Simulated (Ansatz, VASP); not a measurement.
# TaN in VASP and in Ansatz

File INCAR:

```
ALGO = Normal
EDIFF = 1E-6
ENCUT = 520
GGA = PE
ISIF = 2
ISMEAR = 1
LASPH = True
LCHARG = False
LREAL = False
LWAVE = False
NBANDS = 24
NELM = 100
PREC = Accurate
SIGMA = 0.1
```

The input KPOINTS:

```
k-points
0
Gamma
  15 15 8
```

Contents of POSCAR:

```
TaN
1.0
    3.0500010905      0.0000000000      0.0000000000
   -1.5250005453      2.6413784260      0.0000000000
    0.0000000000      0.0000000000      4.9400000000
Ta N
2 2
Direct
    0.3333333333      0.6666666667      0.0000000000
    0.6666666667      0.3333333333      0.5000000000
    0.3333333333      0.6666666667      0.3850000000
    0.6666666667      0.3333333333      0.8850000000
```

Input for Ansatz:

```yaml
crystal:
  lattice:
    - [3.0500010905, 0.0, 0.0]
    - [-1.5250005453, 2.641378426, 0.0]
    - [0.0, 0.0, 4.94]
  atoms:
    - { symbol: Ta, position: [0.3333333333, 0.6666666667, 0.0] }
    - { symbol: Ta, position: [0.6666666667, 0.3333333333, 0.5] }
    - { symbol: "N", position: [0.3333333333, 0.6666666667, 0.385] }
    - { symbol: "N", position: [0.6666666667, 0.3333333333, 0.885] }
basis:
  ecutwfc: 420
kpoints:
  mp_grid: { grid: [15, 15, 8] }
hamiltonian:
  xc: pbe
scf:
  occupations: { method: methfessel_paxton, width: 0.1 }
output:
  forces: true
  stress: true
  eigenvalues: true
```

Alike in both runs: task single point; functional PBE; k mesh 15 × 15 × 8; occupations methfessel-paxton of order 1, width 0.1 eV; no spin polarisation.

|  | VASP | Ansatz |
| --- | --- | --- |
| version | VASP 6.6.1 | Ansatz 0.2.0 |
| potentials or method | VASP PAW PBE potentials, release 64 (Ta_pv, N) | scalar-relativistic, plane waves, PAW |
| plane-wave cutoff (eV) | 520 | 420 |
| valence electrons in the cell | 32 | 36 |

```tsv
	VASP	Ansatz	Ansatz less VASP
gap on the k mesh at the Fermi level (eV)	none	none	-
rms of the force components (eV/Å)	1.383	1.362	-0.0210
```

Atom by atom the forces differ by 0.021 eV/Å (rms over components). A gap of «none» marks a metal or a gap that the smearing closes. The functional is the same, so the differences come from potentials, cutoffs and numerics. The two sets of potentials don't hold the same shells in valence.

Caveats: forces of over 1 eV/Å show positions far from the minimum, so gaps and moduli don't describe the material at rest. The runs have no spin-orbit coupling, so splittings on Ta are missing.
